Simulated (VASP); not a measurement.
Wanted: the native input for a VASP 6.6.1 run.

| Quantity | Value |
| --- | --- |
| Task | single point |
| Functional | PBEsol |
| Potentials or basis | VASP PAW PBE potentials, release 64 (Rh_pv) |
| Cutoff | 520 eV |
| k mesh | 11 × 11 × 1 |
| Occupations | fermi-dirac, width 0.05 eV |
| Spin | no spin polarisation |
| Hubbard terms | Rh d U = 4 eV |
| Dipole correction | yes |
| Further INCAR settings | ALGO = Normal; EDIFF = 1e-06 |

The structure of Rh lies in POSCAR:

```
Rh
1.0
    2.4265300000      0.1231000000      0.0000000000
   -0.2893500000      2.4123600000      0.0000000000
    0.0000000000      0.0000000000     23.8000000000
Rh
1
Direct
    0.5000000000      0.5000000000      0.2941200000
```

The cell was built by a generator and needn't be a form met in nature.

One way to write it, as run:

INCAR

```
ALGO = Normal ; DIPOL = 0.5 0.5 0.294
EDIFF = 1E-6 ; ENCUT = 520
GGA = PS ; IDIPOL = 3
ISIF = 2 ; ISMEAR = -1
LASPH = True ; LCHARG = True
LDAU = True ; LDAUJ = 0
LDAUL = 2 ; LDAUPRINT = 1
LDAUTYPE = 2 ; LDAUU = 4
LDIPOL = True ; LELF = True
LMAXMIX = 4 ; LREAL = False
LVACPOTAV = True ; LVHAR = True
LWAVE = False ; NELM = 60
PREC = Accurate ; SIGMA = 0.05
```

KPOINTS

```
k-points
0
Gamma
  11 11 1
```

Potentials or basis: VASP PAW PBE potentials, release 64 (Rh_pv).

Run with:

```sh
$ cat potpaw_PBE.64/Rh_pv/POTCAR > POTCAR
$ mpirun -np 1 vasp_std > vasp.out
```

It gave:

- Band gap on the k mesh: none (metal or under the smearing width)
- Work function of the upper face: 5.81 eV
- Work function of the lower face: 5.81 eV

Caveat: U without spin polarisation on a metal has little footing; the U is typed as a test and isn't derived for this compound.

It took 49 s on 1 thread of Intel(R) Xeon(R) Platinum 8488C (Sapphire Rapids) (shared host), peak memory 0.24 GiB.
